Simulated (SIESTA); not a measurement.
Crystal: BeTe.

```
CELL_PARAMETERS angstrom
0.00000 2.77000 2.77000
2.77000 0.00000 2.77000
2.77000 2.77000 0.00000
ATOMIC_POSITIONS crystal
Te 0.75000 0.75000 0.75000
Be 0.00000 0.00000 0.00000
```

```yaml
Program: SIESTA 5.4.2
Task: single point
Functional: PBE
Potentials_or_basis: PseudoDojo 0.4 standard (PBE files)
Basis: DZP (energy shift 0.002 Ry)
Grid_cutoff: 800 Ry
Energy_shift: 0.002 Ry
k_mesh: 8 × 8 × 8
Occupations: fermi-dirac, width 0.05 eV
Spin: no spin polarisation
```

On this cell: pressure 3.3 GPa; largest force zero by symmetry; band gap on the k mesh 2.03 eV, indirect (least direct gap 3.63 eV).

The same run follows on a disturbed copy (atoms moved at random, drawn with an rms of 0.05 Å):

```
CELL_PARAMETERS angstrom
0.00000 2.77000 2.77000
2.77000 0.00000 2.77000
2.77000 2.77000 0.00000
ATOMIC_POSITIONS crystal
Te 0.75375 0.75807 0.73213
Be 0.00497 0.98669 0.00194
```

**Question.** What changes?

**Answer.** The energy moves by +13.9 meV/atom; pressure 3.6 GPa; largest force 0.689 eV/Å; band gap on the k mesh 1.73 eV, indirect (least direct gap 3.18 eV).

Forces on the atoms (eV/Å):
```
Te   0.070  0.489 -0.480
Be  -0.069 -0.489  0.480
```

Stress tensor (GPa, compression positive):
```
 3.67  1.44 -1.43
 1.44  3.55 -0.24
-1.43 -0.24  3.55
```

Caveats: semicore shells carry a single zeta, which can move pressures by several GPa and volumes by a few percent; spin-orbit coupling is left out, which moves the levels of the heavy elements; the basis of atomic orbitals isn't converged, which shifts pressures, moduli and gaps.

A k mesh can miss the band edges.
